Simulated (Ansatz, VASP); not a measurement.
## Sn3Se in VASP and in Ansatz

INCAR

```
SYSTEM = Sn3Se
ALGO     = Normal         ! electronic algorithm
EDIFF    = 1E-7           ! SCF threshold, eV
ENCUT    = 520            ! plane-wave cutoff, eV
GGA      = PS             ! functional
ISIF     = 2              ! what is computed and relaxed
ISMEAR   = -1             ! smearing method
LASPH    = .TRUE.         ! aspherical terms in the spheres
LCHARG   = .FALSE.        ! write CHGCAR
LREAL    = .FALSE.        ! projectors in reciprocal space
LWAVE    = .FALSE.        ! write WAVECAR
NBANDS   = 32             ! bands
NELM     = 80             ! most SCF steps
PREC     = Accurate       ! precision mode
SIGMA    = 0.05           ! smearing width, eV
```

KPOINTS

```
k-points
0
G
  6 6 6
  0 0 0
```

File POSCAR:

```
Sn3Se
1.0
    0.0000000000      3.6826840043      3.6826840043
    3.6826840043      0.0000000000      3.6826840043
    3.6826840043      3.6826840043      0.0000000000
Sn Se
3 1
Direct
    0.5000000000      0.5000000000      0.5000000000
    0.7500000000      0.7500000000      0.7500000000
    0.2500000000      0.2500000000      0.2500000000
    0.0000000000      0.0000000000      0.0000000000
```

input.yaml

```yaml
crystal:
  lattice:
    - [0.0, 3.6826840043, 3.6826840043]
    - [3.6826840043, 0.0, 3.6826840043]
    - [3.6826840043, 3.6826840043, 0.0]
  atoms:
    - { symbol: Sn, position: [0.5, 0.5, 0.5] }
    - { symbol: Sn, position: [0.75, 0.75, 0.75] }
    - { symbol: Sn, position: [0.25, 0.25, 0.25] }
    - { symbol: Se, position: [0.0, 0.0, 0.0] }
hamiltonian:
  xc: pbesol
  pseudopotentials: { kind: paw }
kpoints:
  mp_grid: { grid: [6, 6, 6] }
scf:
  occupations: { method: fermi_dirac, width: 0.05 }
output:
  forces: true
  stress: true
  eigenvalues: true
  write_density: true
  write_potential: true
  elf: true
  volumetric_format: npy
```

Change from the starting cell: volume scaled by 0.96.

Alike in both runs: task single point; functional PBEsol; k mesh 6 × 6 × 6; occupations fermi-dirac, width 0.05 eV; no spin polarisation.

|  | VASP | Ansatz |
| --- | --- | --- |
| version | VASP 6.6.1 | Ansatz 0.2.0 |
| potentials or method | VASP PAW PBE potentials, release 64 (Sn_d, Se) | Ansatz PAW |
| plane-wave cutoff (eV) | 520 | 420 |
| valence electrons in the cell | 48 | 58 |

Ansatz gave:

* gap on the k mesh at the Fermi level (eV): none
* pressure (GPa): -1.2

Problem. Which values does VASP return?

Solution. gap on the k mesh at the Fermi level (eV): none; pressure (GPa): -1.3.

A gap of «none» marks a metal or a gap that the smearing closes. The two sets of potentials don't hold the same shells in valence.

Caveats: the PAW data sets were made with another functional, which shifts forces and pressure a little (VASP); the PAW data sets come from PBE, with cores solved anew for the run's functional, which leaves a small shift of forces and pressure (Ansatz).
